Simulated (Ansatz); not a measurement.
Density of states of Ti₃Al₅ (P4/mmm, a = 3.898 Å, b = 3.898 Å, c = 8.325 Å, α = 90.00°, β = 90.00°, γ = 90.00°), in states per eV and primitive cell, averaged over bins of 0.3 eV. Computed with Ansatz 0.2.0, DFT r2SCAN, scalar-relativistic, plane waves, PAW.

Cutoff 500 eV; k points 10×10×4 on the computed 8-atom cell (Γ-centred); Gaussian smearing, width 0.10 eV; no spin polarisation.

The cell is relaxed at this level. The states (both spins) are summed by tetrahedra on a 15×15×6 mesh at the self-consistent density. Energies are bin centres; the table starts no lower than −8 eV and ends at 6 eV, or lower where the solved bands end.

It is a metal at this level.

| E − E_F (eV) | total | Ti 3d | Al 3p | Al 3s | Ti 4s |
| --- | --- | --- | --- | --- | --- |
| -7.90 | 1.25 | 0.05 | 0.57 | 0.49 | 0.10 |
| -7.60 | 1.13 | 0.06 | 0.53 | 0.42 | 0.08 |
| -7.30 | 1.45 | 0.09 | 0.71 | 0.48 | 0.12 |
| -7.00 | 1.29 | 0.10 | 0.64 | 0.41 | 0.09 |
| -6.70 | 1.40 | 0.12 | 0.69 | 0.42 | 0.11 |
| -6.40 | 1.52 | 0.12 | 0.74 | 0.45 | 0.15 |
| -6.10 | 1.96 | 0.17 | 0.95 | 0.59 | 0.17 |
| -5.80 | 2.09 | 0.22 | 0.99 | 0.65 | 0.15 |
| -5.50 | 2.17 | 0.27 | 1.00 | 0.70 | 0.13 |
| -5.20 | 1.90 | 0.29 | 0.82 | 0.63 | 0.11 |
| -4.90 | 1.93 | 0.29 | 0.83 | 0.61 | 0.12 |
| -4.60 | 2.43 | 0.39 | 1.09 | 0.70 | 0.16 |
| -4.30 | 2.43 | 0.43 | 1.15 | 0.61 | 0.17 |
| -4.00 | 2.17 | 0.42 | 1.10 | 0.45 | 0.13 |
| -3.70 | 2.36 | 0.46 | 1.30 | 0.36 | 0.16 |
| -3.40 | 3.41 | 0.78 | 1.86 | 0.44 | 0.23 |
| -3.10 | 3.44 | 0.96 | 1.78 | 0.40 | 0.20 |
| -2.80 | 3.29 | 0.90 | 1.81 | 0.32 | 0.17 |
| -2.50 | 4.56 | 1.46 | 2.44 | 0.38 | 0.17 |
| -2.20 | 4.97 | 1.89 | 2.55 | 0.28 | 0.12 |
| -1.90 | 5.33 | 2.25 | 2.55 | 0.24 | 0.16 |
| -1.60 | 4.56 | 2.15 | 2.03 | 0.17 | 0.11 |
| -1.30 | 4.98 | 2.45 | 2.13 | 0.19 | 0.10 |
| -1.00 | 4.15 | 2.22 | 1.51 | 0.23 | 0.08 |
| -0.70 | 5.90 | 4.06 | 1.29 | 0.26 | 0.13 |
| -0.40 | 6.24 | 4.57 | 1.10 | 0.23 | 0.16 |
| -0.10 | 5.24 | 3.99 | 0.80 | 0.15 | 0.13 |
| 0.20 | 4.20 | 3.24 | 0.67 | 0.07 | 0.09 |
| 0.50 | 3.13 | 2.27 | 0.58 | 0.03 | 0.11 |
| 0.80 | 4.06 | 2.97 | 0.70 | 0.07 | 0.13 |
| 1.10 | 5.49 | 4.21 | 0.65 | 0.11 | 0.26 |
| 1.40 | 6.22 | 4.65 | 0.80 | 0.14 | 0.32 |
| 1.70 | 8.84 | 6.55 | 1.10 | 0.29 | 0.49 |
| 2.00 | 7.97 | 5.74 | 1.22 | 0.26 | 0.21 |
| 2.30 | 6.33 | 4.76 | 0.88 | 0.19 | 0.14 |
| 2.60 | 8.43 | 6.19 | 1.32 | 0.25 | 0.12 |
| 2.90 | 5.44 | 3.84 | 0.89 | 0.31 | 0.07 |
| 3.20 | 4.73 | 2.58 | 0.74 | 0.98 | 0.10 |
| 3.50 | 6.60 | 3.38 | 1.21 | 1.42 | 0.14 |
| 3.80 | 5.63 | 2.76 | 1.17 | 1.16 | 0.12 |
| 4.10 | 3.68 | 1.45 | 0.92 | 0.78 | 0.13 |
| 4.40 | 4.65 | 1.57 | 1.19 | 0.92 | 0.33 |
| 4.70 | 4.35 | 1.41 | 1.27 | 0.79 | 0.24 |
| 5.00 | 4.49 | 1.33 | 1.43 | 0.83 | 0.28 |
| 5.30 | 4.68 | 1.24 | 1.66 | 0.88 | 0.23 |
| 5.60 | 4.32 | 1.05 | 1.61 | 0.70 | 0.26 |

The columns after the total are the main Löwdin projections on the occupied valence shells of the potentials; 2 others are left out. The rest of the total lies in those, in shells that are empty in the free atom, which aren't projected, and between the atoms.

Whether Ti3Al5 exists in this form wasn't checked.

Cost: 1 run of about 6.4 core-minutes, on Intel Xeon Processor @ 2.50GHz (Skylake/Cascade Lake) (shared hosts).